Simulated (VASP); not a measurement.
# SnSe (Fm-3m) in VASP: further runs

One crystal, SnSe, is run at these levels: PBE; tasks: relaxation of cell and atoms.

Everything below comes from runs of VASP 6.6.1. Logs are shortened: lines on timing, memory, paths and dates and some standing lists are left out, and cuts for length are marked.

## 1. Starting point

Symmetry: Fm-3m, No. 225, cubic system. Conventional cell: a = 6.020 Å, b = 6.020 Å, c = 6.020 Å, α = 90.00°, β = 90.00°, γ = 90.00°. Around Sn (site symmetry m-3m) lie 6 Se at 3.01 Å. Around Se (site symmetry m-3m) lie 6 Sn at 3.01 Å.

Measurements of this composition are mostly on another form, of space group No. 62.

## 2. Relaxation of cell and atoms, PBE

File INCAR:

```
SYSTEM = SnSe
  PREC = Accurate
  ENCUT = 520
  EDIFF = 1E-6
  ISMEAR = 0
  SIGMA = 0.1
  LREAL = .False.
  LASPH = .True.
  NELM = 120
  ALGO = Normal
  ISIF = 3
  LWAVE = .False.
  LCHARG = .False.
  GGA = PE
  IBRION = 2
  NSW = 90
  EDIFFG = -0.01
```

File KPOINTS:

```
regular mesh
0
Gamma
  8 8 8
  0 0 0
```

File POSCAR:

```
SnSe
1.0
    0.0000000000      3.0100000000      3.0100000000
    3.0100000000      0.0000000000      3.0100000000
    3.0100000000      3.0100000000      0.0000000000
Sn Se
1 1
Direct
    0.0000000000      0.0000000000      0.0000000000
    0.5000000000      0.5000000000      0.5000000000
```

Potentials or basis: VASP PAW PBE potentials, release 64 (Sn_d, Se).

Launch:

```console
> cat potpaw_PBE.64/Sn_d/POTCAR potpaw_PBE.64/Se/POTCAR > POTCAR
> mpirun -np 1 vasp_std > vasp.out
```

OUTCAR:

```text
SYSTEM = SnSe
   PREC = Accurate
   ENCUT = 520
   EDIFF = 1E-6
   ISMEAR = 0
   LREAL = .False.
   LASPH = .True.
   NELM = 120
   ISIF = 3
   GGA = PE
   IBRION = 2
   NSW = 90
   EDIFFG = -0.01

 ion  position               nearest neighbor table
   1  0.000  0.000  0.000-   2 3.01   2 3.01   2 3.01   2 3.01   2 3.01   2 3.01
   2  0.500  0.500  0.500-   1 3.01   1 3.01   1 3.01   1 3.01   1 3.01   1 3.01

  LATTYP: Found a face centered cubic cell.
 ALAT       =     6.0200000000

  Lattice vectors:

 A1 = (   0.0000000000,   3.0100000000,   3.0100000000)
 A2 = (   3.0100000000,   0.0000000000,   3.0100000000)
 A3 = (   3.0100000000,   3.0100000000,   0.0000000000)

Analysis of symmetry for initial positions (statically):
=====================================================================
 Subroutine PRICEL returns:
 Original cell was already a primitive cell.

 Routine SETGRP: Setting up the symmetry group for a
 face centered cubic supercell.

 Subroutine GETGRP returns: Found 48 space group operations
 (whereof 48 operations were pure point group operations)
 out of a pool of 48 trial point group operations.

The static configuration has the point symmetry O_h .

Analysis of symmetry for dynamics (positions and initial velocities):
=====================================================================
 Subroutine PRICEL returns:
 Original cell was already a primitive cell.

 Routine SETGRP: Setting up the symmetry group for a
 face centered cubic supercell.

 Subroutine GETGRP returns: Found 48 space group operations
 (whereof 48 operations were pure point group operations)
 out of a pool of 48 trial point group operations.

The dynamic configuration has the point symmetry O_h .

 Subroutine INISYM returns: Found 48 space group operations
 (whereof 48 operations are pure point group operations),
 and found     1 'primitive' translations

----------------------------------------------------------------------------------------

                                     Primitive cell

  volume of cell :      54.5418

  direct lattice vectors                    reciprocal lattice vectors
     0.000000000  3.010000000  3.010000000    -0.166112957  0.166112957  0.166112957
     3.010000000  0.000000000  3.010000000     0.166112957 -0.166112957  0.166112957
     3.010000000  3.010000000  0.000000000     0.166112957  0.166112957 -0.166112957

  length of vectors
     4.256782823  4.256782823  4.256782823     0.287716081  0.287716081  0.287716081

  position of ions in fractional coordinates (direct lattice)
     0.000000000  0.000000000  0.000000000
     0.500000000  0.500000000  0.500000000

  ion indices of the primitive-cell ions
   primitive index   ion index
                 1           1
                 2           2

----------------------------------------------------------------------------------------

 KPOINTS: regular mesh

Automatic generation of k-mesh.
 Grid dimensions read from file:
 generate k-points for:    8    8    8

 Generating k-lattice:

  Cartesian coordinates                     Fractional coordinates (reciprocal lattice)
    -0.020764120  0.020764120  0.020764120     0.125000000  0.000000000  0.000000000
     0.020764120 -0.020764120  0.020764120     0.000000000  0.125000000  0.000000000
     0.020764120  0.020764120 -0.020764120     0.000000000  0.000000000  0.125000000

  Length of vectors
     0.035964510  0.035964510  0.035964510

  Shift w.r.t. Gamma in fractional coordinates (k-lattice)
     0.000000000  0.000000000  0.000000000

 Subroutine IBZKPT returns following result:
 ===========================================

 Found     29 irreducible k-points:

 Following reciprocal coordinates:
            Coordinates               Weight
  0.000000  0.000000  0.000000      1.000000
  0.125000  0.000000  0.000000      8.000000
  0.250000  0.000000  0.000000      8.000000
  0.375000  0.000000  0.000000      8.000000
  0.500000  0.000000  0.000000      4.000000
  0.125000  0.125000  0.000000      6.000000
[... 16 lines left out ...]
  0.500000  0.250000  0.125000     48.000000
 -0.375000  0.250000  0.125000     24.000000
 [... further k-points ...]
   k-points           NKPTS =     29   k-points in BZ     NKDIM =     29   number of bands    NBANDS=     14
   number of dos      NEDOS =    301   number of ions     NIONS =      2
   total plane-waves  NPLWV =  32768
   dimension x,y,z NGX =    32 NGY =   32 NGZ =   32
   dimension x,y,z NGXF=    64 NGYF=   64 NGZF=   64
   ions per type =               1   1
   NGX,Y,Z   is equivalent  to a cutoff of  12.50, 12.50, 12.50 a.u.
   NGXF,Y,Z  is equivalent  to a cutoff of  24.99, 24.99, 24.99 a.u.
 SYSTEM =  SnSe
   PREC   = accura    normal or accurate (medium, high low for compatibility)
   ISTART =      0    job   : 0-new  1-cont  2-samecut
   ICHARG =      2    charge: 1-file 2-atom 10-const
   ISPIN  =      1    spin polarized calculation?
   LNONCOLLINEAR =      F non collinear calculations
   LSORBIT =      F    spin-orbit coupling
   LASPH  =      T    aspherical Exc in radial PAW
   ENCUT  =  520.0 eV  38.22 Ry    6.18 a.u.   7.91  7.91  7.91*2*pi/ulx,y,z
   NELM   =    120;   NELMIN=  2; NELMDL= -5     # of ELM steps
   EDIFF  = 0.1E-05   stopping-criterion for ELM
   LREAL  =      F    real-space projection
   EDIFFG = -.1E-01   stopping-criterion for IOM
   NSW    =     90    number of steps for IOM
   IBRION =      2    ionic relax: 0-MD 1-quasi-New 2-CG
   NFREE  =      1    steps in history (QN), initial steepest desc. (CG)
   ISIF   =      3    stress and relaxation
   ISYM   =      2    0-nonsym 1-usesym 2-fastsym
   POTIM  = 0.5000    time-step for ionic-motion
   TEBEG  =    0.0;   TEEND  =   0.0 temperature during run
   PSTRESS=    0.0 pullay stress
   NELECT =      20.0000    total number of electrons
   NUPDOWN=      -1.0000    fix difference up-down
   EMIN   =  10.00;   EMAX   =-10.00  energy-range for DOS
   EFERMI =   0.00;   METHOD = LEGACY
   ISMEAR =     0;   SIGMA  =   0.10  broadening in eV -4-tet -1-fermi 0-gaus
   EFERMI_NEDOS =   21; number of points for ismear=-14 and -15
   IALGO  =     38    algorithm
   IMIX   =      4    mixing-type and parameters
     AMIX     =   0.40;   BMIX     =  1.00
     AMIX_MAG =   1.60;   BMIX_MAG =  1.00
  volume/ion in A,a.u.               =      27.27       184.03
  Fermi-wavevector in a.u.,A,eV,Ry     =   1.171768  2.214321 18.681350  1.373040
  Thomas-Fermi vector in A             =   2.308207
   LORBIT       =      0    0 simple, 1 ext, 2 COOP (PROOUT), +10 PAW based schemes
   GGA     = PE    functional components
   LHFCALC =     F    Hartree Fock is set to
   AEXX    =    0.0000 exact exchange contribution
   IVDW    =     0    specifies the selected vdW correction
   LEPSILON=     F    determine dielectric tensor
   LRPA    =     F    only Hartree local field effects (RPA)
 conjugate gradient relaxation of ions
 non-spin polarized calculation
 Gauss-broadening in eV      SIGMA  =   0.10
  energy-cutoff  :      520.00
  volume of cell :       54.54
 maximum number of plane-waves:      1480
   NGX = 15   NGY = 15   NGZ = 15

--------------------------------------- Ionic step        1  -------------------------------------------

 number of electron      20.0000005 magnetization

 Free energy of the ion-electron system (eV)
  ---------------------------------------------------
  ext. energy  EPLUGINS =         0.00000000
  ---------------------------------------------------
  free energy    TOTEN  =        -8.21894587 eV

  energy without entropy =       -8.21894569  energy(sigma->0) =       -8.21894578

------------------------ aborting loop because EDIFF is reached ----------------------------------------

  FORCE on cell =-STRESS in cart. coord.  units (eV):
  Direction    XX          YY          ZZ          XY          YZ          ZX
  --------------------------------------------------------------------------------------
  -------------------------------------------------------------------------------------
  Total        0.3091928      0.3091928      0.3091928      0.0000000      0.0000000      0.0000000
  in kB        9.0826046      9.0826046      9.0826046      0.0000000      0.0000000      0.0000000
  external PRESSURE =       9.0826046 kB  Pullay stress =       0.0000000 kB
[... 57 lines left out ...]
  energy  without entropy=       -8.2216389318  energy(sigma->0) =       -8.22164013

--------------------------------------- Ionic step        3  -------------------------------------------

 number of electron      20.0000000 magnetization

 Free energy of the ion-electron system (eV)
  ---------------------------------------------------
  ext. energy  EPLUGINS =         0.00000000
  ---------------------------------------------------
  free energy    TOTEN  =        -8.22178506 eV

  energy without entropy =       -8.22178346  energy(sigma->0) =       -8.22178426

 E-fermi :   5.6460     XC(G=0):  -9.5156

 val. band max:        5.3947417147   @ k =   0.5000   0.0000   0.0000
 cond. band min:       5.8972981891   @ k =   0.5000   0.0000   0.0000
 fundamental gap:      0.5025564744
 Fermi energy:         5.6460181633

 k-point     1 :       0.0000    0.0000    0.0000
  band No.  band energies     occupation
      1     -16.2257      2.00000
      2     -16.2257      2.00000
      3     -16.2257      2.00000
      4     -16.2228      2.00000
      5     -16.2228      2.00000
      6      -8.3583      2.00000
      7       0.2606      2.00000
      8       3.2480      2.00000
      9       3.2480      2.00000
     10       3.2480      2.00000
     11       9.6328      0.00000
     12       9.6328      0.00000
     13       9.6328      0.00000
     14      11.2736      0.00000
[... 375 lines left out ...]
 k-point    24 :      -0.3750    0.2500    0.1250
  band No.  band energies     occupation
      1     -16.2350      2.00000
      2     -16.2262      2.00000
      3     -16.2208      2.00000
      4     -16.2174      2.00000
      5     -16.2126      2.00000
      6      -7.3285      2.00000
      7      -2.1576      2.00000
      8       1.7513      2.00000
      9       2.2720      2.00000
     10       4.5919      2.00000
     11       6.4177      0.00000
     12       8.4562      0.00000
     13       9.3046      0.00000
     14      12.5691      0.00000

 [... further k-points ...]

------------------------ aborting loop because EDIFF is reached ----------------------------------------

  FORCE on cell =-STRESS in cart. coord.  units (eV):
  Direction    XX          YY          ZZ          XY          YZ          ZX
  --------------------------------------------------------------------------------------
  -------------------------------------------------------------------------------------
  Total        0.0084685      0.0084685      0.0084685      0.0000000      0.0000000     -0.0000000
  in kB        0.2442283      0.2442283      0.2442283      0.0000000      0.0000000     -0.0000000
  external PRESSURE =       0.2442283 kB  Pullay stress =       0.0000000 kB
[... 17 lines left out ...]
  FREE ENERGIE OF THE ION-ELECTRON SYSTEM (eV)
  ---------------------------------------------------
  free  energy   TOTEN  =        -8.2217850561 eV

  energy  without entropy=       -8.2217834597  energy(sigma->0) =       -8.22178426

 reached required accuracy - stopping structural energy minimisation
```

It took 21 s on 1 thread of Intel Xeon Platinum 8488C (Sapphire Rapids), shared host; peak memory 0.19 GiB.

Results:

| Property | Result |
| --- | --- |
| Free energy | -8.2218 eV |
| Relaxed volume | 27.78 Å³/atom |
| Relaxed cell | a = 4.283 Å, b = 4.283 Å, c = 4.283 Å, α = 60.00°, β = 60.00°, γ = 60.00° |
| Space group after relaxing (to 0.05 Å) | Fm-3m (No. 225) |
| Energy gained by relaxing | 1.4 meV/atom |
| Ionic steps | 3 |
| Pressure after relaxing | 0.0 GPa |
| Band gap on the k mesh | 0.50 eV, direct |

Step by step:
```
step  energy change (eV)  largest force (eV/Å)  pressure (GPa)  volume (Å³)
   1              0.0000                0.0000            0.91        54.54
   2             -0.0027                0.0000           -0.18        55.77
   3             -0.0028                0.0000            0.02        55.55
```

Final structure:
```yaml
crystal:
  lattice:
    - [0.00000, 3.02852, 3.02852]
    - [3.02852, 0.00000, 3.02852]
    - [3.02852, 3.02852, 0.00000]
  atoms:
    - { symbol: Sn, position: [0.00000, 0.00000, 0.00000] }
    - { symbol: Se, position: [0.50000, 0.50000, 0.50000] }
```

Caveat: spin-orbit coupling is left out, which moves the levels of the heavy elements. Zero-point motion and thermal expansion aren't in these numbers.

## 3. Relaxation of cell and atoms, PBE

This run uses another cell than the first one, of 27.78 Å³/atom, 1.019 times its volume.

INCAR, as its differences from that of step 2:

```diff
@@ -3,3 +3,3 @@
   ENCUT = 520
-  EDIFF = 1E-6
+  EDIFF = 1E-7
   ISMEAR = 0
@@ -15,3 +15,4 @@
   IBRION = 2
-  NSW = 90
-  EDIFFG = -0.01
+  NSW = 60
+  EDIFFG = -0.005
+  POTIM = 0.3
```

KPOINTS is that of step 2.

File POSCAR:

```
SnSe                                    
1.0
    0.0000000000      3.0285187584      3.0285187584
    3.0285187584     -0.0000000000      3.0285187584
    3.0285187584      3.0285187584     -0.0000000000
  Sn              Se            
     1     1
Direct
     0.0000000000000000    0.0000000000000000    0.0000000000000000
     0.5000000000000000    0.5000000000000000    0.5000000000000000
```

Potentials or basis: VASP PAW PBE potentials, release 64 (Sn_d, Se).

Launch:

```console
> cat potpaw_PBE.64/Sn_d/POTCAR potpaw_PBE.64/Se/POTCAR > POTCAR
> mpirun -np 1 vasp_std > vasp.out
```

It took 13 s on 1 thread of Intel Xeon Platinum 8488C (Sapphire Rapids), shared host; peak memory 0.18 GiB.

The run converged. Its results:

```yaml
Free_energy: -8.2220 eV
Pressure_after_relaxing: 0.0 GPa
Band_gap_on_the_k_mesh: 0.50 eV, direct
```

Final structure:
```yaml
crystal:
  lattice:
    - [0.00000, 3.02852, 3.02852]
    - [3.02852, 0.00000, 3.02852]
    - [3.02852, 3.02852, 0.00000]
  atoms:
    - { symbol: Sn, position: [0.00000, 0.00000, 0.00000] }
    - { symbol: Se, position: [0.50000, 0.50000, 0.50000] }
```

Levels at points of the mesh, in eV from the valence-band top:
```csv
k point,band 7,band 8,band 9,band 10,band 11,band 12,band 13,band 14
"(0.00, 0.00, 0.00)",-5.13,-2.15,-2.15,-2.15,4.24,4.24,4.24,5.88
"(0.50, 0.00, 0.00)",-7.96,-1.91,-1.91,0.00,0.50,1.25,1.25,8.19
"(0.50, 0.50, 0.00)",-6.01,-5.35,-3.56,-3.56,3.08,5.24,5.24,5.84
```

Caveat: the relaxation stopped at its first step, so nothing moved; spin-orbit coupling is left out, which moves the levels of the heavy elements. A k mesh can miss the band edges.
